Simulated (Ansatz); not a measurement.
## Al2Cu under changes of volume

One of the cells (16.242 Å³/atom); the others are scaled copies at fixed shape and fractional positions:

```
CELL_PARAMETERS angstrom
4.10518 0.00000 0.00000
0.00000 4.10518 0.00000
0.00000 0.00000 2.89131
ATOMIC_POSITIONS crystal
Cu 0.00000 0.00000 0.00000
Al 0.00000 0.50000 0.50000
Al 0.50000 0.00000 0.50000
```

The cell comes from a database or a generator and needn't be the stable form of this composition.

- Program: Ansatz 0.2.0
- Functional: PBEsol
- Potentials or basis: all-electron LAPW, scalar-relativistic
- Cutoff: 253 eV (chosen from the basis error)
- Basis error allowed: 0.001 eV/atom
- k mesh: 7 × 7 × 9
- Occupations: fermi-dirac, width 0.05 eV
- Spin: no spin polarisation

| volume (Å³/atom) | energy over the lowest point (meV/atom) | pressure (GPa) |
| --- | --- | --- |
| 15.267 | ? | ? |
| 15.592 | 0.93 | 1.6 |
| 15.917 | 0.00 | -0.5 |
| 16.242 | 3.03 | -2.4 |
| 16.567 | 9.56 | -4.0 |
| 16.892 | 19.19 | -5.4 |
| 17.216 | 31.61 | -6.7 |

Question: What does the run at 15.267 Å³/atom give?

Answer: Energy over the lowest point 6.33 meV/atom; pressure 3.9 GPa.

Worked out: A Birch-Murnaghan fit of order 3 (a polynomial in V^(-2/3)) to the other rows has its minimum at 15.83 Å³/atom with B0 = V·E''(V) = 97 GPa and B' = 4.6 at fixed shape and positions, which overstates the stiffness. It gives 6.26 meV/atom at 15.267 Å³/atom, against the run's 6.33, and -dE/dV = 3.8 GPa, against 3.9.

Energies are extrapolated to zero smearing.
